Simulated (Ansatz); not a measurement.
# Iridium, hcp: r²SCAN0 at the r²SCAN geometry

How do the levels change when part of the exchange is made exact, and what does it cost? Spin polarisation is left out. The cell comes from an earlier r²SCAN relaxation. Exact exchange is dear, so the k-mesh is coarse, and r²SCAN is run on the same mesh for comparison.

Method: DFT, plane waves (500 eV) with PBE-made PAW files, scalar-relativistic; functionals as named at each step, in Ansatz 0.2.0.

## 1. Starting point

Symmetry: P6_3/mmc, No. 194, hexagonal system. The conventional cell has a = 2.729 Å, b = 2.729 Å, c = 4.428 Å, α = 90.00°, β = 90.00°, γ = 120.00°. Around Ir (site symmetry -6m2) lie 12 Ir at 2.72 to 2.73 Å.

Coordinates:

```cif
data_structure
_symmetry_space_group_name_H-M 'P6_3/mmc'
_symmetry_Int_Tables_number 194
_cell_length_a 2.7291
_cell_length_b 2.7291
_cell_length_c 4.4276
_cell_angle_alpha 90.000
_cell_angle_beta 90.000
_cell_angle_gamma 120.000
_cell_volume 28.56
loop_
_atom_site_label
_atom_site_type_symbol
_atom_site_symmetry_multiplicity
_atom_site_Wyckoff_symbol
_atom_site_fract_x
_atom_site_fract_y
_atom_site_fract_z
_atom_site_occupancy
Ir1 Ir 2 c 0.33333 0.66667 0.25000 1
```

## 2. r²SCAN on the coarse mesh

The run with r²SCAN.

Input file input.yaml:

```yaml
crystal:
  lattice:
    - [2.7290915488, 0.0, 0.0]
    - [-1.3645457744, 2.3634626105, 0.0]
    - [0.0, 0.0, 4.4276445722]
  atoms:
    - { symbol: Ir, position: [0.3333333333, 0.6666666667, 0.25] }
    - { symbol: Ir, position: [0.6666666667, 0.3333333333, 0.75] }
hamiltonian:
  xc: r2scan
  pseudopotentials:
    kind: paw
    azcp:
      Ir: "pseudopotentials/Ir.paw.azcp"
basis:
  ecutwfc: 500
  fft_grid_basis: typed
kpoints:
  mp_grid: { grid: [7, 7, 4], shift: [0, 0, 0] }
magnetization:
  spin_polarized: false
scf:
  occupations: { method: fermi_dirac, width: 0.1 }
```

Launch:

```bash
$ ansatz run input.yaml --threads 4 --pin off --max-ram 8192MiB --backend cpu --events-out ev --progress --plain --runs-dir out
```

What it wrote (excerpt; [...] marks lines left out):

```text
Warning: RAYON_NUM_THREADS=4 ignored (pool sized by the plan → 4); use --threads N
[...]
Pseudopotentials: kind: paw
Pseudopotential: Ir, paw, valence charge 17, recommended cutoff 500 eV (meta_gga), <dir>
Functional definition: r2SCAN
[...]
Crystal: 2 atoms, lattice volume = 28.559 Å³
Basis set: ecut = 500 eV, 713 PW (Γ), exchange–correlation on 80×80×144 points (64 copies of the dense FFT grid, shifted against one another)
Bands: 21, of which v1, the nominal top of the filled ones, is band 17 counted from 1 (16 counted from 0)
Symmetry: 24 space group operations
Space group: P63/mmc (ITA 194), of the structure as read, at distance tolerance 3.1e-5 Å
k-points: 24 of 196
[...]
SCF iter   1: F=—  HF=-23897.346508 eV  |F-HF|=—  |Δ(HF+E_count)|=         —  Δρ=1.12e-2  dr2=1.06e-2  dr2_τ=5.90e-2  ethr=1.77e-3  ⟨swp⟩=5.0  Hψ=2010  notcnv=0
[...]
SCF iter   6: F=-23897.406476 eV  HF=-23897.406476 eV  |F-HF|=7.28e-11  |Δ(HF+E_count)|=   6.04e-7  Δρ=7.17e-6  dr2=9.42e-9  dr2_τ=2.29e-9  ethr=2.94e-10  ⟨swp⟩=3.0  Hψ=1200  notcnv=0
[...]
SCF converged after 6 iterations
Free energy (F): -23897.406476 eV
[...]
E sigma→0 (E₀):  -23897.387005 eV
Entropy (-TS):   -0.038943 eV (-19.471 meV/atom)
Fermi energy:    25.464299 eV
[...]
```

It took 0.6 s on 4 threads of Arm Neoverse V2, shared host; peak memory 0.31 GiB.

## 3. r²SCAN0, coarse mesh

The run with r²SCAN0.

input.yaml, as its differences from that of step 2:

```diff
@@ -9,3 +9,3 @@
 hamiltonian:
-  xc: r2scan
+  xc: r2scan0
   pseudopotentials:
```

Launch:

```bash
$ ansatz run input.yaml --threads 4 --pin off --max-ram 8192MiB --backend cpu --events-out ev --progress --plain --runs-dir out
```

What it wrote (excerpt; [...] marks lines left out):

```text
Warning: RAYON_NUM_THREADS=4 ignored (pool sized by the plan → 4); use --threads N
[...]
[... 2 set-up lines as earlier in the session ...]
Functional definition: r2SCAN0
[...]
Crystal: 2 atoms, lattice volume = 28.559 Å³
Basis set: ecut = 500 eV, 713 PW (Γ), exchange–correlation on 80×80×144 points (64 copies of the dense FFT grid, shifted against one another)
Bands: 21, of which v1, the nominal top of the filled ones, is band 17 counted from 1 (16 counted from 0)
[... 2 set-up lines as earlier in the session ...]
k-points: 24 of 196
[...]
SCF iter   1: F=—  HF=-23897.339105 eV  |F-HF|=—  |Δ(HF+E_count)|=         —  Δρ=1.15e-2  dr2=9.16e-3  dr2_τ=4.86e-2  ethr=1.77e-3  ⟨swp⟩=6.0  Hψ=1901  notcnv=0
[...]
Frozen-core exchange: fock
[...]
SCF 2 stopped early in 12 iterations: F = -23889.322947 eV  dr2 = 4.99e-7
hybrid outer 1: dexx = +1.068e-2 eV, tail = 1.95e-5 eV
Frozen-core exchange: fock
[...]
SCF iter   4: F=-23889.323002 eV  HF=-23889.323002 eV  |F-HF|=1.15e-9  |Δ(HF+E_count)|=   3.65e-8  Δρ=7.68e-6  dr2=8.66e-9  dr2_τ=5.88e-10  ethr=1.25e-11  ⟨swp⟩=2.0  Hψ=2225  notcnv=0
[...]
hybrid outer 2: dexx = +1.275e-7 eV, tail = 6.74e-8 eV, Δε = 1.57e-3 eV (about 5.78e-4 eV left of the loop's levels)
hybrid SCF converged: 2 outer / 16 inner (+8 warm-up), last move |dexx| = 1.27e-7 eV, tail = 6.74e-8 eV
Stability not checked: this state was not tested for a lower state beside it, because the functional holds exact exchange (a hybrid, or Hartree-Fock), whose exchange loop this test does not read (fock_operator; see scf.lower_state_search)
Free energy (F): -23889.323002 eV
Frozen-core exchange: fock
[...]
E sigma→0 (E₀):  -23889.316487 eV
Entropy (-TS):   -0.013029 eV (-6.515 meV/atom)
Fermi energy:    25.393002 eV
[...]
--- Band table (eV; the first three rows and the last of 24) ---
[... band rows left out ...]
[...]
```

It took 6.9 s on 4 threads of Arm Neoverse V2, shared host; peak memory 1.1 GiB.

## 4. Side by side

```tsv
functional	gap on the mesh	Fermi energy (eV)	SCF cycles	exchange loops	CPU time
r²SCAN	none (levels filled in part)	25.464	6	-	1.7 s
r²SCAN0	none (levels filled in part)	25.393	24	2	22 s
```

## 5. What came out

```
                             quantity                         value
                          r²SCAN: gap  none (levels filled in part)
                         r²SCAN0: gap  none (levels filled in part)
  r²SCAN0: SCF cycles, exchange loops                         24, 2
r²SCAN0: CPU time over that of r²SCAN                            13
             r²SCAN0: relative to fcc                 +177 meV/atom
```

**Reading.** Both r²SCAN and r²SCAN0 leave levels filled in part. r²SCAN0 cost 13 times the CPU time of r²SCAN. r²SCAN0 needed 2 outer loops of the exchange operator. To compare with dense-mesh energies, the change of r²SCAN from this mesh and smearing to its dense run (+60.9 meV/atom, from a run not shown) is added. Under r²SCAN0 it lies 177 meV/atom above fcc (computed apart in the same way); on such meshes a few tens of meV are uncertain for metals. The total energies in the logs cannot be compared from one functional to another.
